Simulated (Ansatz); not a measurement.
Runs of Ansatz 0.2.0 on GaAs. It takes space group P-6m2 (No. 187, hexagonal). Conventional cell: a = 3.606 Å, b = 3.606 Å, c = 3.573 Å, α = 90.00°, β = 90.00°, γ = 120.00°. Around Ga (site symmetry -6m2) lie 6 As at 2.74 Å. As (site symmetry -6m2) has 6 Ga at 2.74 Å as nearest neighbours. The cell was built by a generator and needn't be a form met in nature.

```tsv
task	level	cell	cutoff (eV)	points for each segment of the path	gap on the mesh (eV)	pressure (GPa)	relaxed volume (Å³/atom)
single point	B3LYP	as given	420	-	none	(b)	-
relaxation of cell and atoms	HSE06	relaxed	420	-	none	0.0	20.46
single point	r2SCANh	as given	500	-	none	-2.9	-
relaxation of cell and atoms	B3LYP	relaxed	420	-	none	0.0	21.98
band structure	HSE03	as given	420	4	none	(a)	-
single point	PBEsol0	as given	420	-	none	(c)	-
relaxation of cell and atoms	PBEsol0	relaxed	420	-	none	0.0	19.21
relaxation of cell and atoms	HSEsol	relaxed	420	-	none	0.0	19.86
single point	PBE0	as given	420	-	none	-2.8	-
relaxation of cell and atoms	HSE03	relaxed	420	-	none	0.0	20.57
band structure	HSEsol	as given	420	4	none	-4.7	-
band structure	HSE06	as given	420	4	none	-2.5	-
```

Alike in all rows: potentials or basis Ansatz PAW; no spin polarisation; k mesh 5 × 5 × 4; smearing fermi-dirac 0.05 eV; the mesh is coarse, so values aren't converged.

**Question.** Fill in the values left out.

**Answer.** (a) -2.1; (b) 2.4; (c) -5.1.

Caveats: all runs use coarse meshes; the PAW data sets come from PBE, with cores solved anew for the run's functional, which leaves a small shift of forces and pressure; the thresholds are loose for stress (some runs); the plane-wave basis is chosen anew once the cell has moved, so the energies of steps on either side of that aren't comparable (some runs).

A k mesh can miss the band edges, and the runs leave out spin-orbit coupling on As, Ga.

A gap of «none» marks a metal or a gap under the smearing width.
